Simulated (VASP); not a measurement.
# KBr in VASP: further runs, part 2 of 2

VASP 6.6.1. The steps go on from the part before.

## (3) Single point, PBE

Input file INCAR:

```
PREC = Accurate
ENCUT = 520
EDIFF = 1E-6
ISMEAR = 0
SIGMA = 0.02
LREAL = F
LASPH = T
NELM = 100
ALGO = Fast
ISIF = 2
LWAVE = F
LCHARG = T
LDIPOL = T
IDIPOL = 3
DIPOL = 0.5 0.5 0.304
GGA = PE
LELF = T
LVHAR = T
LVACPOTAV = T
NBANDS = 15
```

Input file KPOINTS:

```
Automatic mesh
0
Gamma
  6 6 1
```

Input file POSCAR:

```
KBr
1.0
    4.5689511518      0.0000000000      0.0000000000
    0.0000000000      4.5689511518      0.0000000000
    0.0000000000      0.0000000000     26.3069184000
K Br
1 1
Direct
    0.5000000000      0.5000000000      0.3040775774
    0.0000000000      0.0000000000      0.3041274490
```

Potentials or basis: VASP PAW PBE potentials, release 64 (K_sv, Br).

Run with:

```console
$ cat potpaw_PBE.64/K_sv/POTCAR potpaw_PBE.64/Br/POTCAR > POTCAR
$ mpirun -np 1 vasp_std > vasp.out
```

OUTCAR:

```text
PREC = Accurate
   ENCUT = 520
   EDIFF = 1E-6
   ISMEAR = 0
   LREAL = F
   LASPH = T
   NELM = 100
   ISIF = 2
   GGA = PE

 ion  position               nearest neighbor table
   1  0.500  0.500  0.304-   2 3.23   2 3.23   2 3.23   2 3.23
   2  0.000  0.000  0.304-   1 3.23   1 3.23   1 3.23   1 3.23

  LATTYP: Found a simple tetragonal cell.
 ALAT       =     4.5689511518
 C/A-ratio  =     5.7577587341

  Lattice vectors:

 A1 = (   4.5689511518,   0.0000000000,   0.0000000000)
 A2 = (   0.0000000000,   4.5689511518,   0.0000000000)
 A3 = (   0.0000000000,   0.0000000000,  26.3069184000)

Analysis of symmetry for initial positions (statically):
=====================================================================
 Subroutine PRICEL returns:
 Original cell was already a primitive cell.

 Routine SETGRP: Setting up the symmetry group for a
 simple tetragonal supercell.

 Subroutine GETGRP returns: Found  8 space group operations
 (whereof  8 operations were pure point group operations)
 out of a pool of 16 trial point group operations.

The static configuration has the point symmetry C_4v.
[... 167 lines left out ...]
      6      -5.5512      2.00000
      7      -5.3284      2.00000
      8      -5.3284      2.00000
      9      -0.9504      0.00000
     10       0.2170      0.00000
     11       0.5805      0.00000
     12       1.0266      0.00000
     13       1.0546      0.00000
     14       1.0561      0.00000
[... 149 lines left out ...]
      2     -17.3423      2.00000
      3     -17.1412      2.00000
      4     -17.0755      2.00000
      5     -17.0755      2.00000
      6      -5.8087      2.00000
      7      -5.8087      2.00000
      8      -5.3230      2.00000
      9       1.4692      0.00000
     10       1.4692      0.00000
     11       1.5259      0.00000
     12       3.0631      0.00000
     13       3.1699      0.00000
     14       3.3544      0.00000
     15       3.3545      0.00000

------------------------ aborting loop because EDIFF is reached ----------------------------------------

  FORCE on cell =-STRESS in cart. coord.  units (eV):
  Direction    XX          YY          ZZ          XY          YZ          ZX
  --------------------------------------------------------------------------------------
  -------------------------------------------------------------------------------------
  Total        0.0096259      0.0096259     -0.0070572      0.0000000      0.0000000      0.0000000
  in kB        0.0280832      0.0280832     -0.0205893      0.0000000      0.0000000      0.0000000
  external PRESSURE =       0.0118591 kB  Pullay stress =       0.0000000 kB

 VOLUME and BASIS-vectors are now :
 -----------------------------------------------------------------------------
  energy-cutoff  :      520.00
  volume of cell :      549.17
      direct lattice vectors                 reciprocal lattice vectors
     4.568951152  0.000000000  0.000000000     0.218868613  0.000000000  0.000000000
     0.000000000  4.568951152  0.000000000     0.000000000  0.218868613  0.000000000
     0.000000000  0.000000000 26.306918400     0.000000000  0.000000000  0.038012814

 POSITION                                       TOTAL-FORCE (eV/Angst)
 -----------------------------------------------------------------------------------
      2.28448      2.28448      7.99934         0.000000      0.000000      0.000602
      0.00000      0.00000      8.00066         0.000000      0.000000     -0.000602
 -----------------------------------------------------------------------------------
    total drift:                                0.000000     -0.000000      0.000379

  FREE ENERGIE OF THE ION-ELECTRON SYSTEM (eV)
  ---------------------------------------------------
  free  energy   TOTEN  =        -5.9359467189 eV

  energy  without entropy=       -5.9359467189  energy(sigma->0) =       -5.93594672

 vacuum level on the upper side and lower side of the slab         0.565         0.560
```

OSZICAR:

```text
N       E                     dE             d eps       ncg     rms          rms(c)
DAV:   1     0.119808093701E+03    0.11981E+03   -0.49058E+03   348   0.665E+02
DAV:   2     0.161941435736E+02   -0.10361E+03   -0.94072E+02   399   0.157E+02
DAV:   3    -0.492496902698E+01   -0.21119E+02   -0.20961E+02   392   0.644E+01
[... 15 lines left out ...]
RMM:  19    -0.593592027765E+01   -0.56043E-04   -0.87132E-06   420   0.109E-02    0.111E-03
RMM:  20    -0.593593554214E+01   -0.15264E-04   -0.36547E-06   384   0.702E-03    0.634E-04
RMM:  21    -0.593594511698E+01   -0.95748E-05   -0.20008E-06   391   0.559E-03    0.563E-04
RMM:  22    -0.593594634557E+01   -0.12286E-05   -0.11790E-06   353   0.422E-03    0.329E-04
RMM:  23    -0.593594671892E+01   -0.37334E-06   -0.77325E-07   319   0.315E-03
   1 F= -.59359467E+01 E0= -.59359467E+01  d E =-.697068E-22
```

stdout:

```text
POSCAR found type information on POSCAR K Br
 POSCAR found :  2 types and       2 ions
 scaLAPACK will be used
 LDA part: xc-table for (Slater+PW92), standard interpolation
 POSCAR, INCAR and KPOINTS ok, starting setup
 FFT: planning ... GRIDC
 FFT: planning ... GRID_SOFT
 FFT: planning ... GRID
 WAVECAR not read
 entering main loop
 -----------------------------------------------------------------------------
|                                                                             |
|           W    W    AA    RRRRR   N    N  II  N    N   GGGG   !!!           |
|           W    W   A  A   R    R  NN   N  II  NN   N  G    G  !!!           |
|           W    W  A    A  R    R  N N  N  II  N N  N  G       !!!           |
|           W WW W  AAAAAA  RRRRR   N  N N  II  N  N N  G  GGG   !            |
|           WW  WW  A    A  R   R   N   NN  II  N   NN  G    G                |
|           W    W  A    A  R    R  N    N  II  N    N   GGGG   !!!           |
|                                                                             |
|     Did not find any points to average over, which means that no vacuum     |
|     field-free region was found. Please increase the size of  your cell     |
|     in the dimension of the dipole correction to obtain accurate            |
|     workfunction values.                                                    |
|                                                                             |
 -----------------------------------------------------------------------------
```

Run time: 4.7 min. Hardware: 1 thread of Intel Xeon Platinum 8488C (Sapphire Rapids), shared host; peak memory 0.57 GiB.

Results:

```
Free energy                            : -5.9359 eV
Band gap on the k mesh                 : 4.37 eV, indirect (least direct gap 4.38 eV)
Ionisation potential of the upper face : 5.89 eV
```

Levels at points of the mesh, in eV from the valence-band top:
| k point | band 6 | band 7 | band 8 | band 9 | band 10 | band 11 |
| --- | --- | --- | --- | --- | --- | --- |
| (0.00, 0.00, 0.00) | -0.23 | -0.01 | -0.01 | 4.37 | 5.54 | 5.90 |
| (0.50, 0.00, 0.00) | -0.91 | -0.23 | -0.15 | 6.37 | 6.45 | 6.46 |
| (0.50, 0.50, 0.00) | -0.49 | -0.49 | 0.00 | 6.79 | 6.79 | 6.85 |

## (4) Single point, PBE

This run uses another cell than the first one, of 275.51 Å³/atom, 1.003 times its volume.

Input file INCAR:

```
SYSTEM = KBr
  ALGO = Fast
  DIPOL = 0.5 0.5 0.304
  EDIFF = 1E-6
  ENCUT = 520
  GGA = PE
  IDIPOL = 3
  ISIF = 2
  ISMEAR = 0
  LASPH = .True.
  LCHARG = .False.
  LDIPOL = .True.
  LREAL = .False.
  LWAVE = .False.
  NBANDS = 15
  NELM = 100
  PREC = Accurate
  SIGMA = 0.02
```

Input file KPOINTS:

```
k-points
0
Gamma
  6 6 1
  0 0 0
```

Input file POSCAR:

```
KBr
1.0
    4.5766588278      0.0000000000      0.0000000000
    0.0000000000      4.5766588278      0.0000000000
    0.0000000000      0.0000000000     26.3069184000
K Br
1 1
Direct
    0.5000000000      0.5000000000      0.3030577283
    0.0000000000      0.0000000000      0.3051472981
```

Run with:

```console
$ cat potpaw_PBE.64/K_sv/POTCAR potpaw_PBE.64/Br/POTCAR > POTCAR
$ mpirun -np 1 vasp_std > vasp.out
```

Wall time 4.4 min (1 thread of Intel Xeon Platinum 8488C (Sapphire Rapids), shared host); peak memory 0.6 GiB.

The run converged. Its results:

```yaml
Free_energy: -5.9351 eV
Largest_force: 0.031 eV/Å
Band_gap_on_the_k_mesh: 4.36 eV, indirect (least direct gap 4.37 eV)
```

Forces on the atoms (eV/Å):
```
K    0.000  0.000  0.031
Br   0.000  0.000 -0.031
```

Levels at points of the mesh, in eV from the valence-band top:
| k point | band 6 | band 7 | band 8 | band 9 | band 10 | band 11 |
| --- | --- | --- | --- | --- | --- | --- |
| (0.00, 0.00, 0.00) | -0.23 | -0.01 | -0.01 | 4.36 | 5.53 | 5.88 |
| (0.50, 0.00, 0.00) | -0.91 | -0.23 | -0.15 | 6.32 | 6.44 | 6.49 |
| (0.50, 0.50, 0.00) | -0.49 | -0.49 | 0.00 | 6.78 | 6.78 | 6.83 |

As with any semilocal functional, this PBE gap is likely too small.
